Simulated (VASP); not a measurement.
A run of VASP 6.6.1:

File INCAR:

```
ALGO     = Normal         # electronic algorithm
DIPOL    = 0.5 0.5 0.500
EDIFF    = 1E-7           # SCF threshold, eV
ENCUT    = 520            # plane-wave cutoff, eV
IDIPOL   = 3            
ISIF     = 2              # what is computed and relaxed
ISMEAR   = 0              # smearing method
KPAR     = 2            
LASPH    = True           # aspherical terms in the spheres
LCHARG   = False          # write CHGCAR
LDIPOL   = True         
LREAL    = False          # projectors in reciprocal space
LVACPOTAV= True         
LVHAR    = True         
LWAVE    = False          # write WAVECAR
NBANDS   = 16             # bands
NELM     = 80             # most SCF steps
PREC     = Accurate       # precision mode
SIGMA    = 0.03           # smearing width, eV
```

Contents of KPOINTS:

```
k-points
0
Gamma
  15 15 1
```

The input POSCAR:

```
C                                       
1.0
    2.4657358425     -0.0000000000      0.0000000000
   -1.2328679213      2.1353898790      0.0000000000
    0.0000000000      0.0000000000     21.9015365000
  C             
     4
Direct
     0.0000000000000000    0.0000000000000000    0.4224813276581285
     0.6666666699999979    0.3333333400000029    0.4224562669869809
     0.0000000000000000    0.0000000000000000    0.5775186723418715
     0.3333333300000021    0.6666666599999971    0.5775437330130191
```

File KPOINTS_OPT:

```
explicit points
67
Reciprocal
 0.0000000000  0.0000000000  0.0000000000 1
 0.0357142900  0.0000000000  0.0000000000 1
 0.0714285700  0.0000000000  0.0000000000 1
 0.1071428600  0.0000000000  0.0000000000 1
 0.1428571400  0.0000000000  0.0000000000 1
 0.1785714300  0.0000000000  0.0000000000 1
 0.2142857100  0.0000000000  0.0000000000 1
 0.2500000000  0.0000000000  0.0000000000 1
 0.2857142900  0.0000000000  0.0000000000 1
 0.3214285700  0.0000000000  0.0000000000 1
 0.3571428600  0.0000000000  0.0000000000 1
 0.3928571400  0.0000000000  0.0000000000 1
 0.4285714300  0.0000000000  0.0000000000 1
 0.4642857100  0.0000000000  0.0000000000 1
 0.5000000000  0.0000000000  0.0000000000 1
 0.4791666700  0.0416666700  0.0000000000 1
 0.4583333300  0.0833333300  0.0000000000 1
 0.4375000000  0.1250000000  0.0000000000 1
 0.4166666700  0.1666666700  0.0000000000 1
 0.3958333300  0.2083333300  0.0000000000 1
 0.3750000000  0.2500000000  0.0000000000 1
 0.3541666700  0.2916666700  0.0000000000 1
 0.3333333300  0.3333333300  0.0000000000 1
 0.3137254900  0.3137254900  0.0000000000 1
 0.2941176500  0.2941176500  0.0000000000 1
 0.2745098000  0.2745098000  0.0000000000 1
 0.2549019600  0.2549019600  0.0000000000 1
 0.2352941200  0.2352941200  0.0000000000 1
 0.2156862700  0.2156862700  0.0000000000 1
 0.1960784300  0.1960784300  0.0000000000 1
 0.1764705900  0.1764705900  0.0000000000 1
 0.1568627500  0.1568627500  0.0000000000 1
 0.1372549000  0.1372549000  0.0000000000 1
 0.1176470600  0.1176470600  0.0000000000 1
 0.0980392200  0.0980392200  0.0000000000 1
 0.0784313700  0.0784313700  0.0000000000 1
 0.0588235300  0.0588235300  0.0000000000 1
 0.0392156900  0.0392156900  0.0000000000 1
 0.0196078400  0.0196078400  0.0000000000 1
 0.0000000000  0.0000000000  0.0000000000 1
 0.0000000000  0.0000000000  0.0000000000 1
 0.0047121800 -0.0023560900  0.0000000000 1
-0.0047121800  0.0023560900  0.0000000000 1
 0.0137438600 -0.0068719300  0.0000000000 1
-0.0137438600  0.0068719300  0.0000000000 1
 0.0000000000  0.0040808700  0.0000000000 1
-0.0000000000 -0.0040808700  0.0000000000 1
 0.0000000000  0.0119025300  0.0000000000 1
-0.0000000000 -0.0119025300  0.0000000000 1
 0.5000000000  0.0000000000  0.0000000000 1
 0.5047121800 -0.0023560900  0.0000000000 1
 0.4952878200  0.0023560900  0.0000000000 1
 0.5137438600 -0.0068719300  0.0000000000 1
 0.4862561400  0.0068719300  0.0000000000 1
 0.5000000000  0.0040808700  0.0000000000 1
 0.5000000000 -0.0040808700  0.0000000000 1
 0.5000000000  0.0119025300  0.0000000000 1
 0.5000000000 -0.0119025300  0.0000000000 1
 0.3333333300  0.3333333300  0.0000000000 1
 0.3380455100  0.3309772400  0.0000000000 1
 0.3286211500  0.3356894200  0.0000000000 1
 0.3470771900  0.3264614000  0.0000000000 1
 0.3195894700  0.3402052600  0.0000000000 1
 0.3333333300  0.3374142000  0.0000000000 1
 0.3333333300  0.3292524600  0.0000000000 1
 0.3333333300  0.3452358600  0.0000000000 1
 0.3333333300  0.3214308000  0.0000000000 1
```

Potentials or basis: VASP PAW LDA potentials, release 64 (C).

Command:

```console
$ cat potpaw_LDA.64/C/POTCAR > POTCAR
$ mpirun -np 2 vasp_std > vasp.out
```

Hardware: 2 MPI ranks on Intel(R) Xeon(R) Platinum 8488C (Sapphire Rapids), with other jobs on the host.

Question: Estimate the wall time of this run.

Answer: Wall time 66 s on 2 MPI ranks on Intel(R) Xeon(R) Platinum 8488C (Sapphire Rapids), on a shared host, peak memory 0.19 GiB a rank. Counts: scf iterations 49, k points 27.
